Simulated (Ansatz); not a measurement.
# HC18: the cost of one run

Method: DFT PBEsol, plane waves, PAW, scalar-relativistic, collinear spin, in Ansatz 0.2.0.

### 1 Starting point

The cell holds 19 atoms (C18H): a = 7.398 Å, b = 7.398 Å, c = 12.000 Å, α = 90.00°, β = 90.00°, γ = 120.00°.

Coordinates:

```
C H
1.0
     7.39800    0.00000    0.00000
    -3.69900    6.40686    0.00000
     0.00000    0.00000   12.00000
C H
18 1
Cartesian
  0.0000 0.0000 1.0000
  1.2330 0.7119 1.0000
  -1.2330 2.1356 1.0000
  0.0000 2.8475 1.0000
  -2.4660 4.2712 1.0000
  -1.2330 4.9831 1.0000
  2.4660 0.0000 1.0000
  3.6990 0.7119 1.0000
  1.2330 2.1356 1.0000
  2.4660 2.8475 1.0000
  0.0000 4.2712 1.0000
  1.2330 4.9831 1.0000
  4.9320 0.0000 1.0000
  6.1650 0.7119 1.0000
  3.6990 2.1356 1.0000
  4.9320 2.8475 1.0000
  2.4660 4.2712 1.0000
  3.6990 4.9831 1.0000
  -2.5248 5.6074 0.6900
```

### 2 Relaxing end A

Contents of input.yaml:

```yaml
crystal:
  lattice:
    - [7.398, 0.0, 0.0]
    - [-3.699, 6.406856, 0.0]
    - [0.0, 0.0, 12.0]
  atoms:
    - { symbol: C, position: [0.0, 0.0, 0.0833333] }
    - { symbol: C, position: [0.2222222, 0.1111111, 0.0833333] }
    - { symbol: C, position: [0.0, 0.3333333, 0.0833333] }
    - { symbol: C, position: [0.2222222, 0.4444444, 0.0833333] }
    - { symbol: C, position: [0.0, 0.6666667, 0.0833333] }
    - { symbol: C, position: [0.2222222, 0.7777778, 0.0833333] }
    - { symbol: C, position: [0.3333333, 0.0, 0.0833333] }
    - { symbol: C, position: [0.5555556, 0.1111111, 0.0833333] }
    - { symbol: C, position: [0.3333333, 0.3333333, 0.0833333] }
    - { symbol: C, position: [0.5555556, 0.4444444, 0.0833333] }
    - { symbol: C, position: [0.3333333, 0.6666667, 0.0833333] }
    - { symbol: C, position: [0.5555556, 0.7777778, 0.0833333] }
    - { symbol: C, position: [0.6666667, 0.0, 0.0833333] }
    - { symbol: C, position: [0.8888889, 0.1111111, 0.0833333] }
    - { symbol: C, position: [0.6666667, 0.3333333, 0.0833333] }
    - { symbol: C, position: [0.8888889, 0.4444444, 0.0833333] }
    - { symbol: C, position: [0.6666667, 0.6666667, 0.0833333] }
    - { symbol: C, position: [0.8888889, 0.7777778, 0.0833333] }
    - { symbol: H, position: [0.0963277, 0.8752208, 0.0575], spin: 1.0 }
magnetization:
  spin_polarized: true
basis:
  ecutwfc: 420.0
kpoints:
  mp_grid: { grid: [2, 2, 1] }
hamiltonian:
  xc: pbesol
scf:
  occupations: { method: gaussian, width: 0.05 }
  lower_state_search: "off"
relax:
  f_tol: 0.03
  max_steps: 60
  adjacent_minimum: "off"
```

Run with:

```bash
ansatz run input.yaml --threads 2 --pin off --max-ram 5120MiB --backend cpu --events-out ev --progress --plain --runs-dir out
```

What time and memory should one allow on 2 threads of Arm Neoverse V1, shared host?

About 2.1 min, with a peak of 0.89 GiB.
